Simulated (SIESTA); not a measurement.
CdS (Greenockite):

```
Cd S
1.0
     4.15000    0.00000    0.00000
    -2.07500    3.59401    0.00000
     0.00000    0.00000    6.73700
Cd S
2 2
Direct
  0.66667 0.33333 0.50000
  0.33333 0.66667 0.00000
  0.66667 0.33333 0.87500
  0.33333 0.66667 0.37500
```

Base run:

```yaml
Program: SIESTA 5.4.2
Functional: PBE
Potentials_or_basis: PseudoDojo 0.4 standard (PBE files)
Basis: DZP (energy shift 0.003 Ry; two zetas on semicore shells)
Grid_cutoff: 800 Ry
Energy_shift: 0.003 Ry
k_mesh: 7 × 7 × 4
Occupations: fermi-dirac, width 0.05 eV
Spin: no spin polarisation
```

Its results: band gap on the k mesh 1.39 eV, direct; pressure 2.3 GPa; largest force 0.075 eV/Å.

The run is repeated on the same cell with these changes: basis from DZP (energy shift 0.003 Ry; two zetas on semicore shells) to TZDP (energy shift 0.01 Ry); energy shift from 0.003 Ry to 0.01 Ry. What comes out?

Band gap on the k mesh 1.35 eV, direct; pressure -0.5 GPa; largest force 0.054 eV/Å.

Caveats: the basis of atomic orbitals isn't converged, which shifts pressures, moduli and gaps; semicore shells carry a single zeta, which can move pressures by several GPa and volumes by a few percent (some runs).
